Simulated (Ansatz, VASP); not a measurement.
## BN (Qingsongite) in two plane-wave programs

Aim: how closely do two programs agree when they are given the same cell, functional and k mesh? The cell is taken from a series of runs on this material, whose earlier steps may have relaxed, scaled, displaced or heated it; both programs get it as it stands.

Calculated with Ansatz 0.2.0; plane waves, with VASP 6.6.1 beside it; relaxation of cell and atoms at BLYP with D3(BJ).

**1. The starting structure**

The structure is cubic, space group F-43m (No. 216). The conventional cell has a = 3.615 Å, b = 3.615 Å, c = 3.615 Å, α = 90.00°, β = 90.00°, γ = 90.00°. Nearest to B lie 4 N at 1.57 Å. N has 4 B at 1.57 Å nearest. Farther neighbours and most contacts between anions are not listed.

Coordinates:

```
B N
1.0
     0.00000    1.80750    1.80750
     1.80750    0.00000    1.80750
     1.80750    1.80750    0.00000
B N
1 1
Cartesian
  0.0000 0.0000 0.0000
  0.9038 0.9038 0.9038
```

**2. VASP: relaxation of cell and atoms, BLYP with D3(BJ)**

The relaxed volume is the usual yardstick between codes: in a stiff, nearly cubic crystal its relative difference is about their pressure difference at one cell divided by the bulk modulus.

Lines of VASP's logs that name or quote its potential files are left out, and so is its time.

INCAR

```
SYSTEM = BN
PREC = Accurate
ENCUT = 600
EDIFF = 1E-07
NELM = 120
ISMEAR = 0
SIGMA = 0.02
LREAL = .FALSE.
ALGO = Normal
GGA = B5
ALDAX = 1
AGGAX = 1
AGGAC = 1
ALDAC = 0
IVDW = 12
VDW_S6 = 1
VDW_S8 = 2.6996
VDW_A1 = 0.4298
VDW_A2 = 4.2359
NBANDS = 10
LORBIT = 11
LWAVE = .FALSE.
LCHARG = .FALSE.
ISIF = 3
IBRION = 2
NSW = 80
EDIFFG = -0.005
LASPH = .TRUE.
GGA_COMPAT = .FALSE.
NELMIN = 4
EFERMI = MIDGAP
```

POSCAR

```
BN
1.0
    0.0000000000      1.8075000000      1.8075000000
    1.8075000000      0.0000000000      1.8075000000
    1.8075000000      1.8075000000      0.0000000000
B N
1 1
Direct
    0.0000000000      0.0000000000      0.0000000000
    0.2500000000      0.2500000000      0.2500000000
```

KPOINTS

```
Automatic mesh
0
Gamma
10 10 10
0 0 0
```

The projector-augmented-wave data sets are B and N (PBE family, release 64).

On the command line:

```sh
> mpirun -np 1 vasp_std
```

Numbers of over 12 decimals in the logs are rounded to 6 here.

The log of the run:

```text
[banner, memory and clock lines left out]
running    1 mpi-ranks, on    1 nodes
 distrk:  each k-point on    1 cores,    1 groups
 distr:  one band on    1 cores,    1 groups

 POSCAR found type information on POSCAR B N
 POSCAR found :  2 types and       2 ions
|                                                                             |
|               ----> ADVICE to this user running VASP <----                  |
|                                                                             |
|     You enforced a specific xc type in the INCAR file but a different       |
|     [... a line on the potential file left out ...]
|     I HOPE YOU KNOW WHAT YOU ARE DOING!                                     |
|                                                                             |

 LDA part: xc-table for (Slater(with rela. corr.)+VWN5), standard interpolation
 POSCAR, INCAR and KPOINTS ok, starting setup
 FFT: planning ... GRIDC
 FFT: planning ... GRID_SOFT
 FFT: planning ... GRID
 WAVECAR not read
 entering main loop
       N       E                     dE             d eps       ncg     rms          rms(c)
DAV:   1     0.166976586349E+02    0.16698E+02   -0.53259E+03   956   0.881E+02
DAV:   2    -0.169656199744E+02   -0.33663E+02   -0.32136E+02  1208   0.202E+02
DAV:   3    -0.175969279194E+02   -0.63131E+00   -0.63051E+00  1116   0.234E+01
DAV:   4    -0.175979629519E+02   -0.10350E-02   -0.10350E-02  1046   0.103E+00
DAV:   5    -0.175979641664E+02   -0.12145E-05   -0.12145E-05  1066   0.357E-02    0.720E+00
DAV:   6    -0.165077794165E+02    0.10902E+01   -0.41173E+00  1164   0.133E+01    0.326E+00
DAV:   7    -0.164255478833E+02    0.82232E-01   -0.11386E-01  1042   0.311E+00    0.194E+00
DAV:   8    -0.164048007430E+02    0.20747E-01   -0.55263E-02  1066   0.183E+00    0.226E-01
DAV:   9    -0.164049241298E+02   -0.12339E-03   -0.10321E-03  1026   0.334E-01    0.977E-02
DAV:  10    -0.164049876484E+02   -0.63519E-04   -0.94856E-05  1012   0.113E-01    0.150E-02
DAV:  11    -0.164049895642E+02   -0.19158E-05   -0.46422E-06  1092   0.193E-02    0.836E-03
DAV:  12    -0.164049895843E+02   -0.20101E-07   -0.92785E-07  1036   0.751E-03
   1 F= -.17219570E+02 E0= -.17219570E+02  d E =-.172196E+02
 curvature:   0.00 expect dE= 0.000E+00 dE for cont linesearch  0.000E+00
 trial: gam= 0.00000 g(F)=  0.746E-48 g(S)=  0.811E-03 ort = 0.000E+00 (trialstep = 0.100E+01)
 search vector abs. value=  0.811E-03
 bond charge predicted
       N       E                     dE             d eps       ncg     rms          rms(c)
DAV:   1    -0.163997693393E+02    0.52202E-02   -0.28772E-02   998   0.148E+00    0.227E-01
DAV:   2    -0.163988293247E+02    0.94001E-03   -0.40505E-03  1102   0.458E-01    0.617E-02
DAV:   3    -0.163987918425E+02    0.37482E-04   -0.11403E-04   984   0.975E-02    0.258E-02
DAV:   4    -0.163987790275E+02    0.12815E-04   -0.15754E-05  1026   0.334E-02    0.596E-03
DAV:   5    -0.163987789734E+02    0.54120E-07   -0.84340E-07  1034   0.697E-03
   2 F= -.17219574E+02 E0= -.17219574E+02  d E =-.430010E-05
 trial-energy change:   -0.000004  1 .order   -0.000000   -0.000811    0.000810
 step:   0.5039(harm=  0.5001)  dis= 0.00000  next Energy=   -17.219775 (dE=-0.205E-03)
 bond charge predicted
       N       E                     dE             d eps       ncg     rms          rms(c)
DAV:   1    -0.164023152960E+02   -0.35363E-02   -0.70581E-03   992   0.730E-01    0.113E-01
DAV:   2    -0.164020841853E+02    0.23111E-03   -0.10060E-03  1108   0.228E-01    0.305E-02
DAV:   3    -0.164020742567E+02    0.99286E-05   -0.27600E-05   974   0.480E-02    0.128E-02
DAV:   4    -0.164020703330E+02    0.39237E-05   -0.38941E-06  1028   0.166E-02    0.295E-03
DAV:   5    -0.164020701802E+02    0.15278E-06   -0.19962E-07   666   0.343E-03    0.170E-03
DAV:   6    -0.164020701298E+02    0.50362E-07   -0.16608E-08   488   0.188E-03
   3 F= -.17219774E+02 E0= -.17219774E+02  d E =-.204298E-03
 curvature:  -0.25 expect dE=-0.109E-09 dE for cont linesearch -0.109E-09
 trial: gam= 0.00000 g(F)=  0.165E-48 g(S)=  0.437E-09 ort =-0.595E-06 (trialstep = 0.901E+00)
 search vector abs. value=  0.537E-09
 reached required accuracy - stopping structural energy minimisation
```

From OUTCAR (step 2):

```text
ion  position               nearest neighbor table
   1  0.000  0.000  0.000-   2 1.57   2 1.57   2 1.57   2 1.57
   2  0.250  0.250  0.250-   1 1.57   1 1.57   1 1.57   1 1.57

  LATTYP: Found a face centered cubic cell.
 ALAT       =     3.6150000000

 Subroutine GETGRP returns: Found 24 space group operations
 (whereof 24 operations were pure point group operations)

The static configuration has the point symmetry T_d .

 Found     47 irreducible k-points:

   k-points           NKPTS =     47   k-points in BZ     NKDIM =     47   number of bands    NBANDS=     10

   dimension x,y,z NGX =    20 NGY =   20 NGZ =   20
   dimension x,y,z NGXF=    40 NGYF=   40 NGZF=   40

   ENCUT  =  600.0 eV  44.10 Ry    6.64 a.u.   5.11  5.11  5.11*2*pi/ulx,y,z

   NELECT =       8.0000    total number of electrons

 k-points in reciprocal lattice and weights: Automatic mesh
   0.00000000  0.00000000  0.00000000       0.001
   0.10000000  0.00000000  0.00000000       0.008
   0.20000000  0.00000000  0.00000000       0.008
   0.30000000  0.00000000  0.00000000       0.008
   0.40000000  0.00000000  0.00000000       0.008
   0.50000000  0.00000000  0.00000000       0.004
   0.10000000  0.10000000  0.00000000       0.006
   0.20000000  0.10000000  0.00000000       0.024
   0.30000000  0.10000000  0.00000000       0.024
[...]
-0.30000000  0.40000000  0.20000000       0.024
  -0.30000000  0.50000000  0.20000000       0.012

 Edisp (eV)   -0.82080

 average (electrostatic) potential at core
       1 -24.4795       2 -60.0732

 E-fermi :  10.2149

 k-point     1 :       0.0000    0.0000    0.0000
  band No.  band energies     occupation
      1     -12.2839      2.00000
      2       7.7722      2.00000
      3       7.7722      2.00000
      4       7.7722      2.00000
      5      16.7264      0.00000
      6      16.7264      0.00000
      7      16.7264      0.00000
      8      18.5172      0.00000
      9      32.9482      0.00000
    ...

 k-point     2 :       0.1000    0.0000    0.0000
  band No.  band energies     occupation
      1     -12.0426      2.00000
      2       6.5387      2.00000
      3       7.5227      2.00000
      4       7.5227      2.00000
      5      17.0456      0.00000
      6      17.1067      0.00000
      7      17.1067      0.00000
      8      19.2389      0.00000
      9      32.6767      0.00000
    ...

 k-point     3 :       0.2000    0.0000    0.0000
  band No.  band energies     occupation
      1     -11.3329      2.00000
      2       3.8763      2.00000
      3       6.9589      2.00000
      4       6.9589      2.00000
      5      17.4785      0.00000
      6      17.9015      0.00000
      7      17.9015      0.00000
      8      20.8249      0.00000
      9      31.8918      0.00000
    ...

 Edisp (eV)   -0.81770

  Total       0.00008     0.00008     0.00008     0.00000    -0.00000     0.00000
  in kB       0.01058     0.01058     0.01058     0.00000    -0.00000     0.00000
  external pressure =        0.01 kB  Pullay stress =        0.00 kB

  energy-cutoff  :      600.00
  volume of cell :       11.76
      direct lattice vectors                 reciprocal lattice vectors
     0.000000000  1.805174506  1.805174506    -0.276981532  0.276981532  0.276981532
     1.805174506  0.000000000  1.805174506     0.276981532 -0.276981532  0.276981532
     1.805174506  1.805174506  0.000000000     0.276981532  0.276981532 -0.276981532

 POSITION                                       TOTAL-FORCE (eV/Angst)
 -----------------------------------------------------------------------------------
      0.00000      0.00000      0.00000         0.000000      0.000000      0.000000
      0.90259      0.90259      0.90259        -0.000000     -0.000000     -0.000000
 -----------------------------------------------------------------------------------
    total drift:                                0.000000      0.000000      0.000000

  FREE ENERGIE OF THE ION-ELECTRON SYSTEM (eV)
  ---------------------------------------------------
  free  energy   TOTEN  =       -17.2197744630 eV

  energy  without entropy=      -17.2197744630  energy(sigma->0) =      -17.21977446

 reached required accuracy - stopping structural energy minimisation

 total charge
# of ion       s       p       d       tot
------------------------------------------
    1        0.672   1.365   0.000   2.037
    2        1.210   2.784   0.000   3.994
--------------------------------------------------
tot          1.882   4.148   0.000   6.031

[... 3 further parts left out ...]
```

CONTCAR:

```
BN
   1.00000000000000
     0.0000000000000000    1.8051745056930339    1.8051745056930339
     1.8051745056930339    0.0000000000000000    1.8051745056930339
     1.8051745056930339    1.8051745056930339    0.0000000000000000
  B               N
     1     1
Direct
     0.0000000000000000    0.0000000000000000    0.0000000000000000
     0.2500000000000000    0.2500000000000000    0.2500000000000000
```

The run keeps the 24 symmetry operations of its start, so it cannot find a distortion of lower symmetry.

**3. Ansatz: relaxation of cell and atoms, BLYP with D3(BJ)**

Ansatz runs on its default PAW (the set named soft_2) files.

The same cell, functional (in two slightly different forms), mesh and smearing now go to Ansatz, which takes its cutoff from its data sets.

input.yaml

```yaml
crystal:
  lattice:
    - [0.0, 1.8075, 1.8075]
    - [1.8075, 0.0, 1.8075]
    - [1.8075, 1.8075, 0.0]
  atoms:
    - { symbol: B, position: [0.0, 0.0, 0.0] }
    - { symbol: "N", position: [0.25, 0.25, 0.25] }
kpoints:
  mp_grid: { grid: [10, 10, 10] }
hamiltonian:
  xc: blyp
  dispersion: d3bj
scf:
  occupations: { method: gaussian, width: 0.02 }
output:
  forces: true
  stress: true
  eigenvalues: true
relax:
  adjacent_minimum: "off"
  f_tol: 0.005
  max_steps: 60
  cell: { stress_tol: 0.03 }
```

On the command line:

```sh
> ansatz run input.yaml --threads 4 --pin off --max-ram 8192MiB --backend cpu --events-out ev --progress --plain --runs-dir out
```

The log of the run:

```text
Engine: ansatz 0.2.0, aarch64-unknown-linux-gnu
Pseudopotentials: kind: paw
Pseudopotential: B, paw, valence charge 3, recommended cutoff 420 eV (normal), B.paw.azcp
Pseudopotential: N, paw, valence charge 5, recommended cutoff 420 eV (normal), N.paw.azcp
Functional definition: BLYP
  parameter beta = 0.0042
  parameter a = 0.04918
  parameter b = 0.132
  parameter c = 0.2533
  parameter d = 0.349
  exchange = b88_x(beta = beta)
  correlation = lyp_c(a = a, b = b, c = c, d = d)
Crystal: 2 atoms, lattice volume = 11.810 Å³
Basis set: ecut = 420 eV, 259 PW (Γ), exchange–correlation on 36×36×36 points (8 copies of the dense FFT grid, shifted against one another)
Bands: 8, of which v1, the nominal top of the filled ones, is band 4 counted from 1 (3 counted from 0)
Symmetry: 24 space group operations
Space group: F-43m (ITA 216), of the structure as read, at distance tolerance 2.3e-5 Å
k-points: 47 of 1000 (time reversal used)
Non-local potential: B, projectors of the file, l = 0: 2, l = 1: 2, l = 2: 1
Non-local potential: N, projectors of the file, l = 0: 2, l = 1: 2, l = 2: 1
PAW form: soft (Blöchl's): semilocal exchange-correlation on the pseudo side does not see the compensation charge
PAW frozen core: B, regenerated for the run's functional, and the local potential with it (the file was generated under x = pbe(κ = 0.804, μ = 0.219515), c = pbe(β = 0.066725))
PAW frozen core: N, regenerated for the run's functional, and the local potential with it (the file was generated under x = pbe(κ = 0.804, μ = 0.219515), c = pbe(β = 0.066725))
PAW one-centre angular grid: B, 110 points (default); XC on 64 Gauss nodes
PAW one-centre angular grid: N, 110 points (default); XC on 64 Gauss nodes
Initial density: superposition of atomic densities (neutral atoms: chi_scale 0, normalization atom), corrected by the library's trained network
Initial wavefunctions: pseudopotential atomic-orbital guess
Functional: x = b88, c = lyp
SCF iter   1: F=—  HF=-544.830917 eV  |F-HF|=—  |Δ(HF+E_count)|=         —  Δρ=2.38e-2  dr2=5.00e-2  ethr=1.77e-3  ⟨swp⟩=4.9  Hψ=2456  notcnv=0
preconditioner: auto → none  [insulator: Δε(μ)=5.081 eV  Ē_g=20.109 eV  σ=0.020 eV  W_gap=1.00  n_scr=0 (ndim 8)  ℏωp=30.6 eV  f_vac=0.000  D(μ)=0.00/eV (n_scr^D=0)  ε∞_Penn≈3.3]
SCF iter   2: F=—  HF=-544.815395 eV  |F-HF|=—  |Δ(HF+E_count)|=   1.55e-2  Δρ=7.06e-3  dr2=4.51e-3  ethr=6.25e-4  ⟨swp⟩=2.4  Hψ=1001  notcnv=0
SCF iter   3: F=—  HF=-544.814031 eV  |F-HF|=—  |Δ(HF+E_count)|=   1.36e-3  Δρ=2.16e-3  dr2=3.91e-4  ethr=5.64e-5  ⟨swp⟩=3.0  Hψ=725  notcnv=0
SCF iter   4: F=—  HF=-544.813921 eV  |F-HF|=—  |Δ(HF+E_count)|=   1.10e-4  Δρ=2.70e-4  dr2=4.35e-6  ethr=4.88e-6  ⟨swp⟩=3.0  Hψ=674  notcnv=0
SCF iter   5: F=—  HF=-544.813923 eV  |F-HF|=—  |Δ(HF+E_count)|=   1.77e-6  Δρ=2.28e-5  dr2=1.80e-8  ethr=5.44e-8  ⟨swp⟩=2.5  Hψ=575  notcnv=0
SCF iter   6: F=-544.813923 eV  HF=-544.813923 eV  |F-HF|=1.21e-10  |Δ(HF+E_count)|=   2.68e-8  Δρ=2.25e-6  dr2=1.45e-10  ethr=2.25e-10  ⟨swp⟩=1.9  Hψ=1332  notcnv=0
SCF 1 converged in 6 iterations: F = -544.813923 eV  dr2 = 1.45e-10
  greatest PAW one-centre occupation: 0.787 electrons in one spin orbital (limit 2), on the N atom at site 1 (counted from 0), in its partial waves of l = 0
relax step   1: F+E_penalty+E_count = -544.81392289 eV  Δ(F+E_penalty+E_count) = +0.000e0 eV  max|allowed force component| = 3.978e-16 eV/Å  Δτ_max = 0.0000 Å  P = -1.065 GPa  Ω = 11.810 Å³  (6 SCF iters, dr2 threshold 1.00e-7 eV, accepted)
[...]
relax step   2: F+E_penalty+E_count = -544.81416141 eV  Δ(F+E_penalty+E_count) = -2.385e-4 eV  max|allowed force component| = 1.018e-16 eV/Å  Δτ_max = 0.0000 Å  P = -0.452 GPa  Ω = 11.792 Å³  energy of the carried Pulay correction = +1.489e-4 eV  (4 SCF iters, dr2 threshold 2.00e-7 eV, accepted)
[...]
relax step   3: F+E_penalty+E_count = -544.81429078 eV  Δ(F+E_penalty+E_count) = -1.294e-4 eV  max|allowed force component| = 1.324e-16 eV/Å  Δτ_max = 0.0000 Å  P = -0.004 GPa  Ω = 11.778 Å³  energy of the carried Pulay correction = +2.587e-4 eV  (3 SCF iters, dr2 threshold 2.00e-7 eV, accepted)
[...]
relax step   4: F+E_penalty+E_count = -544.81417709 eV  Δ(F+E_penalty+E_count) = +1.137e-4 eV  max|allowed force component| = 1.353e-16 eV/Å  Δτ_max = 0.0000 Å  P = -0.032 GPa  Ω = 11.778 Å³  stress off target by 3.18e-2 GPa  SCF on the basis re-selected at this cell (its energy is not comparable with the rows above)  (5 SCF iters)
[...]
relax step   5: F+E_penalty+E_count = -544.81418487 eV  Δ(F+E_penalty+E_count) = -7.774e-6 eV  max|allowed force component| = 1.209e-16 eV/Å  Δτ_max = 0.0000 Å  P = -0.000 GPa  Ω = 11.777 Å³  energy of the carried Pulay correction = +7.676e-6 eV  (3 SCF iters, dr2 threshold 2.53e-9 eV, accepted)
[...]
relax step   6: F+E_penalty+E_count = -544.81418487 eV  Δ(F+E_penalty+E_count) = -1.413e-10 eV  max|allowed force component| = 1.434e-16 eV/Å  Δτ_max = 0.0000 Å  P = -0.000 GPa  Ω = 11.777 Å³  stress off target by 4.60e-4 GPa  SCF on the basis re-selected at this cell (its energy is not comparable with the rows above)  (4 SCF iters)
basis re-selected at this cell: Δ(F+E_penalty+E_count) = -1.413e-10 eV, ΔP = -0.000 GPa vs the last step (what re-selecting the basis moved, of the pressure what is left beyond the Pulay correction that the steps carried, after the strain that the cell walked since its last selection, with what the two solves' SCF thresholds leave and, on support functions, any second-order correction that the steps lacked; it is no  [...]
SCF converged after 4 iterations
Free energy (F): -544.814185 eV
Harris-Foulkes:  -544.814185 eV  (|F-HF|=2.27e-13)
Internal energy: -544.814185 eV  (E = F + TS)
E sigma→0 (E₀):  -544.814185 eV
Fermi energy:    13.990958 eV
--- Per-component energies (eV) ---
  E_band       = 30.204625
  E_kinetic    = 187.072524
  E_local      = -178.673278  (includes V_loc(G=0)·N_el)
  E_nonlocal   = 58.090556
  E_hartree    = 50.467087
  E_xc         = -91.766474
  E_vxc        = -113.863618  (∫ρ·V_xc dr)
  E_paw        = -210.463578  (= ΣΔE_a)
  E_vpaw       = -23.355836  (= ΣTr[D̂ρ^β])
  E_aug_tail   = 0.000104  (compensation charges beyond the density's cutoff)
  E_ewald      = -358.727273
  E_disp       = -0.816962  (pairwise vdW)
  E_core_change = 0.003108  (= ΣΔE_core)
  E_smearing   = -0.000000  (= −TS)
  E_closure    = -0.000000  (closes the sum)
  Σ components = -544.814185   (vs F -544.814185, Δ=0.00e0)
--- Forces (eV/Å), atoms counted from 1 ---
  atom   1  B      0.00000000    -0.00000000    -0.00000000
  atom   2  N     -0.00000000    -0.00000000    -0.00000000
  max |Σ_I F_I| component: 3.42e-16 eV/Å
--- Stress (GPa, compression-positive) ---
       -0.000460       0.000000       0.000000
        0.000000      -0.000460       0.000000
       -0.000000       0.000000      -0.000460
  P = ⅓ Tr σ = -0.0005 GPa (-0.005 kbar)
--- Band table (eV; the first three rows and the last of 47) ---
  k-point 0: bands = ["-8.5055", "11.5513", "11.5513", "11.5513", "20.4903", "20.4903", "20.4903", "22.2342"]
  k-point 1: bands = ["-8.2641", "10.3192", "11.3035", "11.3035", "20.8035", "20.8698", "20.8698", "22.9652"]
  k-point 2: bands = ["-7.5545", "7.6559", "10.7391", "10.7391", "21.2262", "21.6623", "21.6623", "24.5638"]
  k-point 46: bands = ["-2.7261", "3.7737", "5.0879", "5.3264", "20.6341", "24.7982", "25.8119", "27.6918"]
--- Relaxed structure (4 steps of the walk, 4 accepted, 2 SCFs on fresh bases) ---
  F+E_penalty+E_count = -544.81418487 eV   max|allowed force component| = 1.434e-16 eV/Å   (the final SCF, on the basis selected at the relaxed cell)
  cell:  # Å, volume = 11.7766 Å³
    - [0, 1.805774, 1.805774]
    - [1.805774, 0, 1.805774]
    - [1.805774, 1.805774, 0]
  atoms:
    - { symbol: B, position: [0, 0, 0] }
    - { symbol: N, position: [0.25, 0.25, 0.25] }
```

In the SCF lines HF is the Harris–Foulkes energy and dr2 the Hartree energy of the density residual, in eV; the loop may stop once dr2 is under the threshold and the program's other checks hold. Hψ counts applications of the Hamiltonian.

**4. Comparison**

Known differences besides the potentials themselves: the cutoff is 420 eV in Ansatz and 600 eV in VASP; Ansatz makes its cores anew for this functional, VASP keeps those of its PBE data sets; VASP's log shows a relativistic correction to its local exchange, Ansatz's none; Ansatz adds a Pulay correction to the stress that steers its cell, VASP none. Total energies have different zeros and are not compared.

Both answers:

```csv
quantity,Ansatz,VASP,difference
volume (Å³),11.78,11.76,+0.10 %
"edge a after relaxation, in the typed setting (Å)",2.554,2.553,+0.03 %
```

**5. Outcome**

```yaml
difference_in_volume_relaxation_of_cell_and_atoms_blyp_with_d3_bj: 0.100 %
```

**Reading.** The difference in volume is 0.100 % (relaxation of cell and atoms, BLYP with D3(BJ)), within the 1.2 % picked in this series as the mark of a large difference, as far as the stopping tolerances let one tell. 1 further run of this series is not shown here. Such differences can come from data sets, numerical settings and the points named under the comparisons, not from the functional's error against experiment.

[Lines on the potential files, build, host, timing and source positions are cut from VASP's logs without a mark.]

[Logs are printed without paths, hosts, clocks, repeated set-up lines and the standing remarks that a program may print on its own settings, such as how far it seeks lower states.]

[Hosts, paths, dates, database ids (printed as entryN), source tags and the programs' standing remarks are cut or masked in the printed files.]
